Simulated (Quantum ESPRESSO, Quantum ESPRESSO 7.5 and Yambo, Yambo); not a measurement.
# BN (Qingsongite): a self-consistent loop beyond G0W0, cycle by cycle

Aim: iterate the self-energy on BN (Qingsongite) and follow the gap from cycle to cycle.

Calculated with Quantum ESPRESSO 7.5 and Yambo 5.3.0; PBE and many-body steps on it, plane waves.

Report form: the programs' logs are mostly left out.

### 1. Starting point

It takes space group F-43m (No. 216, cubic). Conventional cell: a = 3.615 Å, b = 3.615 Å, c = 3.615 Å, α = 90.00°, β = 90.00°, γ = 90.00°. Nearest to B lie 4 N at 1.57 Å. Nearest to N lie 4 B at 1.57 Å. Farther neighbours and most contacts between anions are not listed.

The cell and positions come from the Crystallography Open Database and are kept as given unless a step says otherwise.

### 2. Empty states on the mesh, 6×6×6 mesh, 53 bands

This step: Quantum ESPRESSO 7.5; DFT, PBE, plane waves, norm-conserving pseudopotentials.

The sums over transitions need many empty states on a uniform mesh; this step solves for them.

pw.in reads:

```
&control
  calculation = 'nscf'
  prefix = 'x'
  outdir = 'o'
  pseudo_dir = 'pseudo'
/
&system
  ibrav = 0
  nat = 2
  ntyp = 2
  ecutwfc = 72.0
  nbnd = 53
  force_symmorphic = .true.
/
&electrons
  conv_thr = 1e-9
  electron_maxstep = 80
  diago_full_acc = .true.
  diago_thr_init = 5e-6
/
ATOMIC_SPECIES
  B 10.81 B.upf
  N 14.007 N.upf
CELL_PARAMETERS angstrom
  -0.0000000000 1.8075000000 1.8075000000
  1.8075000000 0.0000000000 1.8075000000
  1.8075000000 1.8075000000 -0.0000000000
ATOMIC_POSITIONS crystal
  B 0.0000000000 0.0000000000 0.0000000000
  N 0.2500000000 0.2500000000 0.2500000000
K_POINTS automatic
  6 6 6 0 0 0
```

Command:

```bash
> OMP_NUM_THREADS=1 mpirun -n 4 pw.x -nk 4 -in pw.in > pw.out
```

Run time: 2 s. Hardware: 4 MPI ranks of Arm Neoverse V1, shared host; peak memory 0.16 GiB; 7.8 s of CPU time.

Numbers from this step:

| Quantity | Value |
| --- | --- |
| gap | 4.535 eV |
| k of the valence top | 0, 0, 0 |
| k of the conduction bottom | 0, -0.5, -0.5 |
| least direct gap | 8.878 eV |
| k points computed | 16 |
| lowest point of the top converged band, above the valence top | 119.7461 eV |

On this mesh the gap is 4.535 eV.

The density comes from a self-consistent run that is not shown.

### 3. Conversion and set-up

This step: Yambo 5.3.0; conversion and set-up on PBE, plane waves, norm-conserving pseudopotentials.

The states are converted to the many-body program's format and the q mesh is built.

Command:

```bash
> (cd o/x.save; p2y > p2y.log; mv SAVE ../..); yambo > setup.log
```

Wall time 1.9 s (1 MPI rank); peak memory 0.23 GiB.

### 4. G0W0

Now the one-shot GW correction: screening in the RPA, then the self-energy of the levels asked for.

This step: G0W0 on PBE, plane waves, norm-conserving pseudopotentials.

gw1.in reads:

```
HF_and_locXC
gw0
dyson
ppa
em1d
rim_cut
RandQpts= 1000000
RandGvec= 1 RL
EXXRLvcs= 72 Ry
VXCRLvcs= 288 Ry
Chimod= "HARTREE"
% BndsRnXp
 1 | 53 |
%
NGsBlkXp= 15.5 Ry
% LongDrXp
 1 | 1 | 1 |
%
% GbndRnge
 1 | 53 |
%
DysSolver= "n"
ExtendOut
PPAPntXp= 27.21138 eV
% QPkrange
 1 | 16 | 2 | 8 |
%
```

Command:

```bash
> OMP_NUM_THREADS=1 mpirun -n 4 yambo -F gw1.in -J gw1 -C gw1 > gw1.log
```

Wall time 2.1 min (4 MPI ranks); peak memory 1.2 GiB.

Numbers from this step:

```yaml
g0w0_gap_on_the_mesh: 5.947 eV
starting_gap_on_the_mesh: 4.535 eV
k_of_the_valence_top: 0, 0, 0
k_of_the_conduction_bottom: 0, -0.5, -0.5
least_direct_g0w0_gap_on_the_computed_points: 10.88 eV
z_at_the_valence_top: 0.8281
z_at_the_conduction_bottom: 0.8544
```

The gap on the mesh goes from 4.53 eV to 5.95 eV, a correction of +1.41 eV.

### 5. evGW0, cycle 1

This step: evGW0 on PBE, plane waves, norm-conserving pseudopotentials.

gw2.in, as its differences from gw1.in of step 4:

```diff
@@ -27 +27,2 @@
 %
+GfnQPdb= "E < ./gw1/ndb.QP"
```

Command:

```bash
> OMP_NUM_THREADS=1 mpirun -n 4 yambo -F gw2.in -J gw2,gw1_W -C gw2 > gw2.log
```

The job ended after 1.9 min (4 MPI ranks; peak memory 1.2 GiB).

Numbers from this step:

```
quasiparticle gap on the mesh                         : 6.104 eV
gap of the density functional on the mesh             : 4.535 eV
k of the valence top                                  : 0, 0, 0
k of the conduction bottom                            : 0, -0.5, -0.5
least direct quasiparticle gap on the computed points : 11.13 eV
Z at the valence top                                  : 0.8333
Z at the conduction bottom                            : 0.8650
```

Against G0W0 in Yambo (6×6×6 mesh, 53 bands, screening to 210.9 eV, Godby-Needs plasmon pole), the gap moves by +0.157 eV.

The program's own table gives 6.295 eV, which is too large where the input levels are shifted: this version takes Σc at the unshifted level E₀, yet steps from the shifted one. The value above is the Newton step from E₀, E₀ + Z(Σc + Σx − Vxc), rebuilt from the printed columns.

### 6. evGW0, cycle 2

The corrected levels of the last cycle go back in.

gw3.in, as its differences from gw2.in of step 5:

```diff
@@ -27,2 +27,2 @@
 %
-GfnQPdb= "E < ./gw1/ndb.QP"
+GfnQPdb= "E < ./gw2_fix/ndb.QP"
```

Command:

```bash
> OMP_NUM_THREADS=1 mpirun -n 4 yambo -F gw3.in -J gw3,gw1_W -C gw3 > gw3.log
```

Run time: 1.9 min. Hardware: 4 MPI ranks; peak memory 1.2 GiB; 7.6 min of CPU time.

Numbers from this step:

```yaml
quasiparticle_gap_on_the_mesh: 6.123 eV
gap_of_the_density_functional_on_the_mesh: 4.535 eV
k_of_the_valence_top: 0, 0, 0
k_of_the_conduction_bottom: 0, -0.5, -0.5
least_direct_quasiparticle_gap_on_the_computed_points: 11.17 eV
```

Against the cycle before, the gap moves by +0.019 eV.

The program's own table gives 6.333 eV, which is too large where the input levels are shifted: this version takes Σc at the unshifted level E₀, yet steps from the shifted one. The value above is the Newton step from E₀, E₀ + Z(Σc + Σx − Vxc), rebuilt from the printed columns.

### 7. evGW0, cycle 3

gw4.in, as its differences from gw3.in of step 6:

```diff
@@ -27,2 +27,2 @@
 %
-GfnQPdb= "E < ./gw2_fix/ndb.QP"
+GfnQPdb= "E < ./gw3_fix/ndb.QP"
```

Command:

```bash
> OMP_NUM_THREADS=1 mpirun -n 4 yambo -F gw4.in -J gw4,gw1_W -C gw4 > gw4.log
```

It took 1.9 min on 4 MPI ranks; peak memory 1.2 GiB.

Numbers from this step:

```yaml
quasiparticle_gap_on_the_mesh: 6.126 eV
gap_of_the_density_functional_on_the_mesh: 4.535 eV
k_of_the_valence_top: 0, 0, 0
k_of_the_conduction_bottom: 0, -0.5, -0.5
least_direct_quasiparticle_gap_on_the_computed_points: 11.17 eV
```

Against the cycle before, the gap moves by +0.002 eV.

The program's own table gives 6.337 eV, which is too large where the input levels are shifted: this version takes Σc at the unshifted level E₀, yet steps from the shifted one. The value above is the Newton step from E₀, E₀ + Z(Σc + Σx − Vxc), rebuilt from the printed columns.

### 8. evGW, cycle 1

This step: evGW on PBE, plane waves, norm-conserving pseudopotentials.

gw5.in, as its differences from gw4.in of step 7:

```diff
@@ -27,2 +27,3 @@
 %
-GfnQPdb= "E < ./gw3_fix/ndb.QP"
+GfnQPdb= "E < ./gw1/ndb.QP"
+XfnQPdb= "E < ./gw1/ndb.QP"
```

Command:

```bash
> OMP_NUM_THREADS=1 mpirun -n 4 yambo -F gw5.in -J gw5 -C gw5 > gw5.log
```

Elapsed: 2.1 min, on 4 MPI ranks; peak memory 1.2 GiB; 8.2 min of CPU time.

This step gave:

| Property | Result |
| --- | --- |
| quasiparticle gap on the mesh | 6.377 eV |
| gap of the density functional on the mesh | 4.535 eV |
| k of the valence top | 0, 0, 0 |
| k of the conduction bottom | 0, -0.5, -0.5 |
| least direct quasiparticle gap on the computed points | 11.44 eV |

Against G0W0 in Yambo (6×6×6 mesh, 53 bands, screening to 210.9 eV, Godby-Needs plasmon pole), the gap moves by +0.430 eV.

The program's own table gives 6.551 eV, which is too large where the input levels are shifted: this version takes Σc at the unshifted level E₀, yet steps from the shifted one. The value above is the Newton step from E₀, E₀ + Z(Σc + Σx − Vxc), rebuilt from the printed columns.

### 9. evGW, cycle 2

gw6.in, as its differences from gw5.in of step 8:

```diff
@@ -27,3 +27,3 @@
 %
-GfnQPdb= "E < ./gw1/ndb.QP"
-XfnQPdb= "E < ./gw1/ndb.QP"
+GfnQPdb= "E < ./gw5_fix/ndb.QP"
+XfnQPdb= "E < ./gw5_fix/ndb.QP"
```

Command:

```bash
> OMP_NUM_THREADS=1 mpirun -n 4 yambo -F gw6.in -J gw6 -C gw6 > gw6.log
```

The job ended after 2.1 min (4 MPI ranks; peak memory 1.2 GiB).

This step gave:

```yaml
quasiparticle_gap_on_the_mesh: 6.495 eV
gap_of_the_density_functional_on_the_mesh: 4.535 eV
k_of_the_valence_top: 0, 0, 0
k_of_the_conduction_bottom: 0, -0.5, -0.5
least_direct_quasiparticle_gap_on_the_computed_points: 11.60 eV
```

Against the cycle before, the gap moves by +0.118 eV.

The program's own table gives 6.711 eV, which is too large where the input levels are shifted: this version takes Σc at the unshifted level E₀, yet steps from the shifted one. The value above is the Newton step from E₀, E₀ + Z(Σc + Σx − Vxc), rebuilt from the printed columns.

### 10. evGW, cycle 3

gw7.in, as its differences from gw6.in of step 9:

```diff
@@ -27,3 +27,3 @@
 %
-GfnQPdb= "E < ./gw5_fix/ndb.QP"
-XfnQPdb= "E < ./gw5_fix/ndb.QP"
+GfnQPdb= "E < ./gw6_fix/ndb.QP"
+XfnQPdb= "E < ./gw6_fix/ndb.QP"
```

Command:

```bash
> OMP_NUM_THREADS=1 mpirun -n 4 yambo -F gw7.in -J gw7 -C gw7 > gw7.log
```

The job ended after 2.1 min (4 MPI ranks; peak memory 1.2 GiB).

Numbers from this step:

| Item | Value |
| --- | --- |
| quasiparticle gap on the mesh | 6.527 eV |
| gap of the density functional on the mesh | 4.535 eV |
| k of the valence top | 0, 0, 0 |
| k of the conduction bottom | 0, -0.5, -0.5 |
| least direct quasiparticle gap on the computed points | 11.64 eV |

Against the cycle before, the gap moves by +0.032 eV.

The program's own table gives 6.754 eV, which is too large where the input levels are shifted: this version takes Σc at the unshifted level E₀, yet steps from the shifted one. The value above is the Newton step from E₀, E₀ + Z(Σc + Σx − Vxc), rebuilt from the printed columns.

### 11. evGW, cycle 4

gw8.in, as its differences from gw7.in of step 10:

```diff
@@ -27,3 +27,3 @@
 %
-GfnQPdb= "E < ./gw6_fix/ndb.QP"
-XfnQPdb= "E < ./gw6_fix/ndb.QP"
+GfnQPdb= "E < ./gw7_fix/ndb.QP"
+XfnQPdb= "E < ./gw7_fix/ndb.QP"
```

Command:

```bash
> OMP_NUM_THREADS=1 mpirun -n 4 yambo -F gw8.in -J gw8 -C gw8 > gw8.log
```

Wall time 2.1 min (4 MPI ranks); peak memory 1.2 GiB; 8.2 min of CPU time.

This step gave:

* quasiparticle gap on the mesh: 6.536 eV
* gap of the density functional on the mesh: 4.535 eV
* k of the valence top: 0, 0, 0
* k of the conduction bottom: 0, -0.5, -0.5
* least direct quasiparticle gap on the computed points: 11.65 eV

Against the cycle before, the gap moves by +0.008 eV.

The program's own table gives 6.765 eV, which is too large where the input levels are shifted: this version takes Σc at the unshifted level E₀, yet steps from the shifted one. The value above is the Newton step from E₀, E₀ + Z(Σc + Σx − Vxc), rebuilt from the printed columns.

### 12. The runs together

Times are wall times on 4 MPI ranks of Arm Neoverse V1, shared host, good to a factor of about two.

```csv
run,mesh,bands,screening cutoff (eV),DFT gap (eV),gap on the mesh (eV),direct (eV),time
G0W0,6×6×6,53,210.9,4.535,5.947,10.881,2.1 min
"evGW0, cycle 1",6×6×6,53,210.9,4.535,6.104,11.133,1.9 min
"evGW0, cycle 2",6×6×6,53,210.9,4.535,6.123,11.167,1.9 min
"evGW0, cycle 3",6×6×6,53,210.9,4.535,6.126,11.172,1.9 min
"evGW, cycle 1",6×6×6,53,210.9,4.535,6.377,11.444,2.1 min
"evGW, cycle 2",6×6×6,53,210.9,4.535,6.495,11.599,2.1 min
"evGW, cycle 3",6×6×6,53,210.9,4.535,6.527,11.640,2.1 min
"evGW, cycle 4",6×6×6,53,210.9,4.535,6.536,11.651,2.1 min
```

### 13. What came out

```yaml
g0w0: 5.947 eV
evgw0_cycle_1: 6.104 eV
evgw0_cycle_2: 6.123 eV
evgw0_cycle_3: 6.126 eV
evgw_cycle_1: 6.377 eV
evgw_cycle_2: 6.495 eV
evgw_cycle_3: 6.527 eV
evgw_cycle_4: 6.536 eV
known_limits: not at the basis limit; coarse k mesh
```

**Reading.** evGW0 ends at 6.13 eV, +0.18 eV from G0W0, after 3 cycles that took 5.7 min beside the first screening; the last moved the gap by 0.002 eV. evGW ends at 6.54 eV, +0.59 eV from G0W0, after 4 cycles that took 8.3 min beside the first screening; the last moved the gap by 0.008 eV. Bands and cutoff are finite, so the gap is not at the basis limit. The miss can reach some tenths of an eV and take either sign; the mesh is an error of its own. The 6×6×6 mesh is coarse for this cell, which bears on the long-range parts of exchange and screening.

[Paths, hosts, dates, memory and timing lines, banners, echoed tables and standing remarks are left out of the program output.]

[Logs are printed without paths, hosts, clocks, repeated set-up lines and the standing remarks that a program may print on its own settings, such as how far it seeks lower states.]

[Runs of the session that timed out or met a known fault of the program may be left out.]

[Hosts, paths, dates, database ids (printed as entryN), source tags and the programs' standing remarks are cut or masked in the printed files.]
